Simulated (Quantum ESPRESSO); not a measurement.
WC (Qusongite) in Quantum ESPRESSO: the effect of functional

Crystal: WC (Qusongite).

```
CELL_PARAMETERS angstrom
2.90650 0.00000 0.00000
-1.45325 2.51710 0.00000
0.00000 0.00000 2.83660
ATOMIC_POSITIONS crystal
W 0.00000 0.00000 0.00000
C 0.66667 0.33333 0.50000
```

Alike in all runs:

```yaml
Program: Quantum ESPRESSO 7.5
Task: phonon dispersion
Cutoff: 1116 eV
Density_cutoff: 4463 eV
k_mesh: 8 × 8 × 6
Occupations: cold, width 0.2 eV
Spin: no spin polarisation
```

Each run relaxes the cell or the atoms first.

Problem. One run gave: relaxed volume 10.12 Å³/atom. Which functional did it use?
A. PBEsol
B. LDA
C. PBE

Solution. B.

```csv
functional,potentials or basis,relaxed volume (Å³/atom)
LDA,PseudoDojo 0.4.1 SR LDA standard,10.12
PBE,PseudoDojo 0.4.1 SR PBE standard,10.53
PBEsol,PseudoDojo 0.4.1 SR PBEsol standard,10.30
```

Caveats: all runs use coarse meshes; the mesh is thin for the phonons of a metal.

Not every run made on this cell is shown here.
